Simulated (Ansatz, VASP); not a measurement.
# KBr: VASP beside Ansatz

```xyz
2
Lattice="0.0000 3.3633 3.3633 3.3633 0.0000 3.3633 3.3633 3.3633 0.0000" Properties=species:S:1:pos:R:3 pbc="T T T"
K     0.0000    0.0000    0.0000
Br    3.3633    3.3633    3.3633
```

Change from the starting cell: hydrostatic strain +1.9%.

Alike in both runs: task single point; functional PBE; k mesh 6 × 6 × 6; occupations fermi-dirac, width 0.02 eV; no spin polarisation.

|  | VASP | Ansatz |
| --- | --- | --- |
| version | VASP 6.6.1 | Ansatz 0.2.0 |
| potentials or method | VASP PAW PBE potentials, release 64 (K_sv, Br) | plane waves, PAW |
| plane-wave cutoff (eV) | 520 | 420 |
| valence electrons in the cell | 16 | 16 |

```tsv
	VASP	Ansatz	Ansatz less VASP
gap on the k mesh at the Fermi level (eV)	4.29	4.29	+0.001
pressure (GPa)	-0.1	-0.1	-0.03
```

The functional is the same, so the differences come from potentials, cutoffs and numerics.
